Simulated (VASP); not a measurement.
# KI (Fm-3m) in VASP: single point with PBE

Aim: the single point of KI with PBE.

All numbers are computed with VASP 6.6.1; they aren't measurements. Logs are shortened: lines on timing, memory, paths and dates and some standing lists are left out, and cuts for length are marked.

**What was measured.**

A printed reference work, monograph reports, for a bulk crystal of KI: band gap 6.32 eV.

The runs below are set against these values where they give the same quantity.

## Step 1: The cell of the first run

Symmetry: Fm-3m, No. 225, cubic system. The conventional cell has a = 7.175 Å, b = 7.175 Å, c = 7.175 Å, α = 90.00°, β = 90.00°, γ = 90.00°. K (site symmetry m-3m) has 6 I at 3.59 Å within 4.7 Å. I (site symmetry m-3m) has 6 K at 3.59 Å within 4.7 Å.

## Step 2: Single point, PBE

INCAR reads:

```
SYSTEM = KI
PREC     = Accurate       ! precision mode
ENCUT    = 520            ! plane-wave cutoff, eV
EDIFF    = 1E-7           ! SCF threshold, eV
ISMEAR   = 0              ! smearing method
SIGMA    = 0.05           ! smearing width, eV
LREAL    = .False.        ! projectors in reciprocal space
LASPH    = .True.         ! aspherical terms in the spheres
NELM     = 80             ! most SCF steps
ALGO     = Normal         ! electronic algorithm
ISIF     = 2              ! what is computed and relaxed
LWAVE    = .False.        ! write WAVECAR
LCHARG   = .False.        ! write CHGCAR
GGA      = PE             ! functional
NBANDS   = 15             ! bands
```

KPOINTS reads:

```
regular mesh
0
Gamma
  6 6 6
  0 0 0
```

POSCAR reads:

```
KI
1.0
    0.0000000000      3.5873258652      3.5873258652
    3.5873258652      0.0000000000      3.5873258652
    3.5873258652      3.5873258652      0.0000000000
K I
1 1
Direct
    0.0000000000      0.0000000000      0.0000000000
    0.5000000000      0.5000000000      0.5000000000
```

Potentials or basis: VASP PAW PBE potentials, release 64 (K_sv, I).

On the command line:

```sh
cat potpaw_PBE.64/K_sv/POTCAR potpaw_PBE.64/I/POTCAR > POTCAR
mpirun -np 1 vasp_std > vasp.out
```

OUTCAR:

```text
SYSTEM = KI
   PREC = Accurate
   ENCUT = 520
   EDIFF = 1E-7
   ISMEAR = 0
   LREAL = .False.
   LASPH = .True.
   NELM = 80
   ISIF = 2
   GGA = PE

 ion  position               nearest neighbor table
   1  0.000  0.000  0.000-   2 3.59   2 3.59   2 3.59   2 3.59   2 3.59   2 3.59
   2  0.500  0.500  0.500-   1 3.59   1 3.59   1 3.59   1 3.59   1 3.59   1 3.59

  LATTYP: Found a face centered cubic cell.
 ALAT       =     7.1746517304

  Lattice vectors:

 A1 = (   0.0000000000,   3.5873258652,   3.5873258652)
 A2 = (   3.5873258652,   0.0000000000,   3.5873258652)
 A3 = (   3.5873258652,   3.5873258652,   0.0000000000)

Analysis of symmetry for initial positions (statically):
=====================================================================
 Subroutine PRICEL returns:
 Original cell was already a primitive cell.

 Routine SETGRP: Setting up the symmetry group for a
 face centered cubic supercell.

 Subroutine GETGRP returns: Found 48 space group operations
 (whereof 48 operations were pure point group operations)
 out of a pool of 48 trial point group operations.

The static configuration has the point symmetry O_h .

Analysis of symmetry for dynamics (positions and initial velocities):
=====================================================================
 Subroutine PRICEL returns:
 Original cell was already a primitive cell.

 Routine SETGRP: Setting up the symmetry group for a
 face centered cubic supercell.

 Subroutine GETGRP returns: Found 48 space group operations
 (whereof 48 operations were pure point group operations)
 out of a pool of 48 trial point group operations.

The dynamic configuration has the point symmetry O_h .

 Subroutine INISYM returns: Found 48 space group operations
 (whereof 48 operations are pure point group operations),
 and found     1 'primitive' translations

----------------------------------------------------------------------------------------

                                     Primitive cell

  volume of cell :      92.3299

  direct lattice vectors                    reciprocal lattice vectors
     0.000000000  3.587325865  3.587325865    -0.139379588  0.139379588  0.139379588
     3.587325865  0.000000000  3.587325865     0.139379588 -0.139379588  0.139379588
     3.587325865  3.587325865  0.000000000     0.139379588  0.139379588 -0.139379588

  length of vectors
     5.073244891  5.073244891  5.073244891     0.241412527  0.241412527  0.241412527

  position of ions in fractional coordinates (direct lattice)
     0.000000000  0.000000000  0.000000000
     0.500000000  0.500000000  0.500000000

  ion indices of the primitive-cell ions
   primitive index   ion index
                 1           1
                 2           2

----------------------------------------------------------------------------------------

 KPOINTS: regular mesh

Automatic generation of k-mesh.
 Grid dimensions read from file:
 generate k-points for:    6    6    6

 Generating k-lattice:

  Cartesian coordinates                     Fractional coordinates (reciprocal lattice)
    -0.023229931  0.023229931  0.023229931     0.166666667  0.000000000  0.000000000
     0.023229931 -0.023229931  0.023229931     0.000000000  0.166666667  0.000000000
     0.023229931  0.023229931 -0.023229931     0.000000000  0.000000000  0.166666667

  Length of vectors
     0.040235421  0.040235421  0.040235421

  Shift w.r.t. Gamma in fractional coordinates (k-lattice)
     0.000000000  0.000000000  0.000000000

 Subroutine IBZKPT returns following result:
 ===========================================

 Found     16 irreducible k-points:

 Following reciprocal coordinates:
            Coordinates               Weight
  0.000000  0.000000  0.000000      1.000000
  0.166667  0.000000  0.000000      8.000000
  0.333333  0.000000  0.000000      8.000000
  0.500000  0.000000  0.000000      4.000000
  0.166667  0.166667  0.000000      6.000000
  0.333333  0.166667  0.000000     24.000000
[... 8 lines left out ...]
 -0.333333  0.333333  0.166667     24.000000
 -0.333333  0.500000  0.166667     12.000000
   k-points           NKPTS =     16   k-points in BZ     NKDIM =     16   number of bands    NBANDS=     15
   number of dos      NEDOS =    301   number of ions     NIONS =      2
   total plane-waves  NPLWV =  64000
   dimension x,y,z NGX =    40 NGY =   40 NGZ =   40
   dimension x,y,z NGXF=    80 NGYF=   80 NGZF=   80
   ions per type =               1   1
   NGX,Y,Z   is equivalent  to a cutoff of  13.11, 13.11, 13.11 a.u.
   NGXF,Y,Z  is equivalent  to a cutoff of  26.22, 26.22, 26.22 a.u.
 SYSTEM =  KI
   PREC   = accura    normal or accurate (medium, high low for compatibility)
   ISTART =      0    job   : 0-new  1-cont  2-samecut
   ICHARG =      2    charge: 1-file 2-atom 10-const
   ISPIN  =      1    spin polarized calculation?
   LNONCOLLINEAR =      F non collinear calculations
   LSORBIT =      F    spin-orbit coupling
   LASPH  =      T    aspherical Exc in radial PAW
   ENCUT  =  520.0 eV  38.22 Ry    6.18 a.u.   9.43  9.43  9.43*2*pi/ulx,y,z
   NELM   =     80;   NELMIN=  2; NELMDL= -5     # of ELM steps
   EDIFF  = 0.1E-06   stopping-criterion for ELM
   LREAL  =      F    real-space projection
   EDIFFG = 0.1E-05   stopping-criterion for IOM
   NSW    =      0    number of steps for IOM
   IBRION =     -1    ionic relax: 0-MD 1-quasi-New 2-CG
   NFREE  =      0    steps in history (QN), initial steepest desc. (CG)
   ISIF   =      2    stress and relaxation
   ISYM   =      2    0-nonsym 1-usesym 2-fastsym
   POTIM  = 0.5000    time-step for ionic-motion
   TEBEG  =    0.0;   TEEND  =   0.0 temperature during run
   PSTRESS=    0.0 pullay stress
   NELECT =      16.0000    total number of electrons
   NUPDOWN=      -1.0000    fix difference up-down
   EMIN   =  10.00;   EMAX   =-10.00  energy-range for DOS
   EFERMI =   0.00;   METHOD = LEGACY
   ISMEAR =     0;   SIGMA  =   0.05  broadening in eV -4-tet -1-fermi 0-gaus
   EFERMI_NEDOS =   21; number of points for ismear=-14 and -15
   IALGO  =     38    algorithm
   IMIX   =      4    mixing-type and parameters
     AMIX     =   0.40;   BMIX     =  1.00
     AMIX_MAG =   1.60;   BMIX_MAG =  1.00
  volume/ion in A,a.u.               =      46.16       311.54
  Fermi-wavevector in a.u.,A,eV,Ry     =   0.912712  1.724777 11.334253  0.833044
  Thomas-Fermi vector in A             =   2.037140
   LORBIT       =      0    0 simple, 1 ext, 2 COOP (PROOUT), +10 PAW based schemes
   GGA     = PE    functional components
   LHFCALC =     F    Hartree Fock is set to
   AEXX    =    0.0000 exact exchange contribution
   IVDW    =     0    specifies the selected vdW correction
   LEPSILON=     F    determine dielectric tensor
   LRPA    =     F    only Hartree local field effects (RPA)
 non-spin polarized calculation
 Gauss-broadening in eV      SIGMA  =   0.05
  energy-cutoff  :      520.00
  volume of cell :       92.33
 maximum number of plane-waves:      2511
 NGX is ok and might be reduce to    40
   NGX = 19   NGY = 19   NGZ = 19

 number of electron      16.0000001 magnetization

 Free energy of the ion-electron system (eV)
  ---------------------------------------------------
  ext. energy  EPLUGINS =         0.00000000
  ---------------------------------------------------
  free energy    TOTEN  =        -5.56504819 eV

  energy without entropy =       -5.56504819  energy(sigma->0) =       -5.56504819

 E-fermi :  -0.3643     XC(G=0):  -6.9993

 val. band max:       -0.6460446030   @ k =   0.0000   0.0000   0.0000
 cond. band min:       3.2129913868   @ k =   0.0000   0.0000   0.0000
 fundamental gap:      3.8590359898
 Fermi energy:        -0.3643289834

 k-point     1 :       0.0000    0.0000    0.0000
  band No.  band energies     occupation
      1     -29.2322      2.00000
      2     -12.7142      2.00000
      3     -12.7142      2.00000
      4     -12.7142      2.00000
      5     -11.0823      2.00000
      6      -0.6460      2.00000
      7      -0.6460      2.00000
      8      -0.6460      2.00000
      9       3.2130      0.00000
     10       5.8650      0.00000
     11       5.8650      0.00000
     12       5.8650      0.00000
     13       6.5520      0.00000
     14       6.5520      0.00000
     15       9.0872      0.00000

 k-point     2 :       0.1667    0.0000    0.0000
  band No.  band energies     occupation
      1     -29.2318      2.00000
      2     -12.7443      2.00000
      3     -12.7147      2.00000
      4     -12.7147      2.00000
      5     -11.0249      2.00000
      6      -1.0302      2.00000
      7      -0.7261      2.00000
      8      -0.7261      2.00000
      9       3.8116      0.00000
     10       5.7724      0.00000
     11       6.1430      0.00000
     12       6.1430      0.00000
     13       6.8444      0.00000
     14       6.8444      0.00000
     15       9.9110      0.00000

 k-point     3 :       0.3333    0.0000    0.0000
  band No.  band energies     occupation
      1     -29.2310      2.00000
      2     -12.7996      2.00000
      3     -12.7158      2.00000
      4     -12.7158      2.00000
      5     -10.9134      2.00000
      6      -1.6194      2.00000
      7      -0.8756      2.00000
      8      -0.8756      2.00000
      9       4.6232      0.00000
     10       6.2584      0.00000
     11       6.8103      0.00000
     12       6.8103      0.00000
     13       7.6261      0.00000
     14       7.6261      0.00000
     15       8.8414      0.00000

 k-point     4 :       0.5000    0.0000    0.0000
  band No.  band energies     occupation
      1     -29.2306      2.00000
      2     -12.8253      2.00000
      3     -12.7163      2.00000
      4     -12.7163      2.00000
      5     -10.8590      2.00000
      6      -1.8640      2.00000
      7      -0.9456      2.00000
      8      -0.9456      2.00000
      9       4.8273      0.00000
     10       6.9217      0.00000
     11       7.4028      0.00000
     12       7.4028      0.00000
     13       7.9746      0.00000
     14       7.9746      0.00000
     15       8.4130      0.00000
[... 163 lines left out ...]
 k-point    14 :       0.5000    0.3333    0.1667
  band No.  band energies     occupation
      1     -29.2305      2.00000
      2     -12.7789      2.00000
      3     -12.7303      2.00000
      4     -12.7218      2.00000
      5     -10.9146      2.00000
      6      -1.5599      2.00000
      7      -1.0781      2.00000
      8      -0.9872      2.00000
      9       5.2530      0.00000
     10       5.4760      0.00000
     11       6.5164      0.00000
     12       7.6497      0.00000
     13       7.7967      0.00000
     14       8.0158      0.00000
     15       9.1367      0.00000

 k-point    15 :      -0.3333    0.3333    0.1667
  band No.  band energies     occupation
      1     -29.2302      2.00000
      2     -12.7784      2.00000
      3     -12.7340      2.00000
      4     -12.7262      2.00000
      5     -10.8994      2.00000
      6      -1.5383      2.00000
      7      -1.2343      2.00000
      8      -1.0499      2.00000
      9       5.5741      0.00000
     10       5.9223      0.00000
     11       6.2366      0.00000
     12       7.4694      0.00000
     13       8.0008      0.00000
     14       8.4532      0.00000
     15       9.0824      0.00000

 k-point    16 :      -0.3333    0.5000    0.1667
  band No.  band energies     occupation
      1     -29.2301      2.00000
      2     -12.7464      2.00000
      3     -12.7453      2.00000
      4     -12.7345      2.00000
      5     -10.9243      2.00000
      6      -1.4542      2.00000
      7      -1.1662      2.00000
      8      -1.1436      2.00000
      9       5.0443      0.00000
     10       5.6186      0.00000
     11       6.6761      0.00000
     12       7.5118      0.00000
     13       7.8101      0.00000
     14       8.8759      0.00000
     15       9.2445      0.00000

------------------------ aborting loop because EDIFF is reached ----------------------------------------

  FORCE on cell =-STRESS in cart. coord.  units (eV):
  Direction    XX          YY          ZZ          XY          YZ          ZX
  --------------------------------------------------------------------------------------
  -------------------------------------------------------------------------------------
  Total        0.0306092      0.0306092      0.0306092      0.0000000      0.0000000     -0.0000000
  in kB        0.5311539      0.5311539      0.5311539      0.0000000      0.0000000     -0.0000000
  external PRESSURE =       0.5311539 kB  Pullay stress =       0.0000000 kB

 VOLUME and BASIS-vectors are now :
 -----------------------------------------------------------------------------
  energy-cutoff  :      520.00
  volume of cell :       92.33
      direct lattice vectors                 reciprocal lattice vectors
     0.000000000  3.587325865  3.587325865    -0.139379588  0.139379588  0.139379588
     3.587325865  0.000000000  3.587325865     0.139379588 -0.139379588  0.139379588
     3.587325865  3.587325865  0.000000000     0.139379588  0.139379588 -0.139379588

 POSITION                                       TOTAL-FORCE (eV/Angst)
 -----------------------------------------------------------------------------------
      0.00000      0.00000      0.00000         0.000000      0.000000      0.000000
      3.58733      3.58733      3.58733         0.000000      0.000000      0.000000
 -----------------------------------------------------------------------------------
    total drift:                                0.000000     -0.000000     -0.000000

  FREE ENERGIE OF THE ION-ELECTRON SYSTEM (eV)
  ---------------------------------------------------
  free  energy   TOTEN  =        -5.5650481882 eV

  energy  without entropy=       -5.5650481882  energy(sigma->0) =       -5.56504819
```

It used 54 s of CPU time on 1 thread of AMD EPYC 7R13 Processor (Zen 3), on a shared host.

Results:

```
Free energy            : -5.5650 eV
Pressure               : 0.1 GPa
Band gap on the k mesh : 3.86 eV, direct
```

Caveat: spin-orbit coupling is left out, which moves the levels of the heavy elements.

## Step 3: Against experiment

Step 2. A measured gap of KI is 6.32 eV (a printed reference work, monograph); the calculated 3.86 eV misses it by -2.46 eV. Spin-orbit coupling on I is left out. The value is that of PBE, without temperature or zero-point motion. Semilocal functionals fall short of measured gaps as a rule.
